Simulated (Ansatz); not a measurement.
Data:

Relaxed CsBr (CsCl type):

```
CsBr
1.0
    8.77795     0.00000     0.00000
    0.00000     4.38897     0.00000
    0.00000     0.00000     4.38897
Cs Br
2 2
Direct
  0.00000   0.00000   0.00000
  0.50000   0.00000   0.00000
  0.25000   0.50000   0.50000
  0.75000   0.50000   0.50000
```

In this cell atom 4 (Br, nearest neighbour Cs at 3.801 Å; its periodic images, 4.4 Å or more away, move with it) is moved by u·(1.000, 0.000, 0.000) + v·(0.000, 1.000, 0.000); the rest is frozen.

The numbers are results of PBE (plane waves to 420 eV, PAW, scalar-relativistic; Ansatz, a quantum-chemistry and plane-wave program), not measurements. k mesh 3×6×6 (Γ-centred), Fermi-Dirac smearing 0.05 eV. E stands for the smeared free energy. CsBr was relaxed with its symmetry unable to fall. The zero of ΔE is the undisplaced structure. Axes are in Å.

The scan covers u from -0.950 to 0.950 Å in 7 points and v from -0.950 to 0.950 Å in 7 points.

Q: In which direction of the plane is the atom held most weakly?

A: Along v.

Q: What are the two principal curvatures of the energy at the centre?

A: 0.6 and 1.3 eV/Å².

(For displaced atoms, the force is minus the slope of the energy, and its curvature is a force constant, which sets phonon frequencies.)
